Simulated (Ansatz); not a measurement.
Here is an Ansatz 0.2.0 calculation.

input.yaml

```yaml
crystal:
  lattice:
    - [6.2057, 0.0, 0.0]
    - [0.0, 6.2057, 0.0]
    - [0.0, 0.0, 6.2057]
  atoms:
    - { symbol: Cs, position: [0.0, 0.0, 0.0] }
    - { symbol: I, position: [0.5, 0.5, 0.0] }
    - { symbol: I, position: [0.5, 0.0, 0.5] }
    - { symbol: I, position: [0.0, 0.5, 0.5] }
    - { symbol: Sn, position: [0.5, 0.5, 0.5] }
hamiltonian:
  xc: r2scan
  pseudopotentials: { kind: paw }
kpoints:
  mp_grid: { grid: [5, 5, 5] }
  band_path:
    path:
      - [[0.0, 0.0, 0.0], [0.0, 0.5, 0.0], [0.5, 0.5, 0.0], [0.0, 0.0, 0.0], [0.5, 0.5, 0.5], [0.0, 0.5, 0.0]]
      - [[0.5, 0.5, 0.0], [0.5, 0.5, 0.5]]
    npoints: 14
scf:
  occupations: { method: fermi_dirac, width: 0.05 }
  n_extra_bands: 12
output:
  forces: true
  stress: true
  eigenvalues: true
  fatbands: false
  write_density: true
  write_potential: true
  elf: true
  volumetric_format: npy
```

Potentials or basis: Ansatz PAW.

Command:

```bash
$ ansatz run input.yaml --threads 2 --pin off --max-ram 5632MiB --backend cpu --events-out ev --progress --plain --runs-dir out
```

Question: Predict the pressure.

Answer: 0.0 GPa.

Question: Predict the band gap along the path.

Answer: 0.42 eV, direct.

Levels at the corners of the path, in eV from the valence-band top:
| point | band 35 | band 36 | band 37 | band 38 | band 39 | band 40 |
| --- | --- | --- | --- | --- | --- | --- |
| Γ | -2.50 | -2.50 | -2.50 | 2.49 | 3.27 | 3.27 |
| X | -2.62 | -2.62 | -1.76 | 1.16 | 4.04 | 4.14 |
| M | -2.87 | -2.06 | -0.87 | 0.85 | 0.85 | 4.19 |
| Γ | -2.50 | -2.50 | -2.50 | 2.49 | 3.27 | 3.27 |
| R | -2.05 | -2.05 | 0.00 | 0.42 | 0.42 | 0.42 |
| X | -2.62 | -2.62 | -1.76 | 1.16 | 4.04 | 4.14 |
| M | -2.87 | -2.06 | -0.87 | 0.85 | 0.85 | 4.19 |
| R | -2.05 | -2.05 | 0.00 | 0.42 | 0.42 | 0.42 |

Caveat: spin-orbit coupling is left out, which moves the levels of the heavy elements; the cell was measured hot, at 500 K; the PAW data sets come from PBE, with cores solved anew for the run's functional, which leaves a small shift of forces and pressure.
